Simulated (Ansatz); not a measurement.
Input and command of a plane-wave DFT calculation in Ansatz:

```yaml
crystal:
  lattice:
    - [-1.59075, 1.59075, 2.91565]
    - [1.59075, -1.59075, 2.91565]
    - [1.59075, 1.59075, -2.91565]
  atoms:
    - { symbol: Sn, position: [0.0, 0.0, 0.0] }
basis:
  ecutwfc: 460
kpoints:
  mp_grid: { grid: [18, 18, 18] }
hamiltonian:
  xc: r2scan
scf:
  occupations: { method: gaussian, width: 0.1 }
output:
  forces: true
  stress: true
  eigenvalues: true
```

```bash
ansatz run input.yaml --threads 1 --pin off --max-ram 2560MiB --backend cpu --events-out ev --progress --plain --runs-dir out
```

Processor: Intel(R) Xeon(R) Processor @ 2.50GHz (Skylake/Cascade Lake), 1 thread, on a host shared with other jobs.

Problem. Estimate time, memory and problem size.

Solution. About 36 s on 1 thread of Intel(R) Xeon(R) Processor @ 2.50GHz (Skylake/Cascade Lake) (shared host), peak memory 0.53 GiB. It solves 11 bands at 480 k points (the mesh reduced by symmetry) with about 671 plane waves, in 6 SCF iterations.
